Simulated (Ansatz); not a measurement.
## C under changes of volume

One of the cells (5.672 Å³/atom); the others are scaled copies at fixed shape and fractional positions:

```
C
1.0
     0.00000    1.78337    1.78337
     1.78337    0.00000    1.78337
     1.78337    1.78337    0.00000
C
2
Direct
  0.75000 0.75000 0.75000
  0.50000 0.50000 0.50000
```

This isn't the form of C at room conditions, which is graphite.

| Quantity | Value |
| --- | --- |
| Program | Ansatz 0.2.0 |
| Functional | r2SCAN |
| Dispersion | D3(BJ) |
| Potentials or basis | Ansatz PAW |
| Cutoff | 500 eV (not typed: the program's choice for these potentials) |
| k mesh | 13 × 13 × 13 |
| Occupations | fermi-dirac, width 0.05 eV |
| Spin | no spin polarisation |

```csv
volume (Å³/atom),energy over the lowest point (meV/atom),pressure (GPa),gap on the mesh (eV)
5.332,?,?,?
5.445,6.45,14.2,4.46
5.558,0.00,4.2,4.41
5.672,0.35,-5.0,4.36
5.785,6.88,-13.3,4.32
5.899,19.04,-20.9,4.27
6.012,36.33,-27.8,4.23
```

**Question.** What does the run at 5.332 Å³/atom give?

**Answer.** Energy over the lowest point 20.37 meV/atom; pressure 25.3 GPa; gap on the mesh 4.51 eV.

Worked out: A Birch-Murnaghan fit of order 3 (a polynomial in V^(-2/3)) to the other rows has its minimum at 5.61 Å³/atom with B0 = V·E''(V) = 454 GPa and B' = 3.6. It gives 20.26 meV/atom at 5.332 Å³/atom, against the run's 20.37, and -dE/dV = 25.2 GPa, against 25.3. A straight line through the other rows of the gap, of slope -2.32 eV per unit of ln V, extrapolates to 4.51 eV, against the run's 4.51.

Energies are extrapolated to zero smearing.

Caveats: odd divisions of the mesh miss points on the zone boundary, where band edges often lie, so the gap on the mesh can be too wide; the PAW data sets come from PBE, with cores solved anew for the run's functional, which leaves a small shift of forces and pressure; the dispersion damping was fitted for another functional or another form of the correction.

A mesh can miss the band edges.
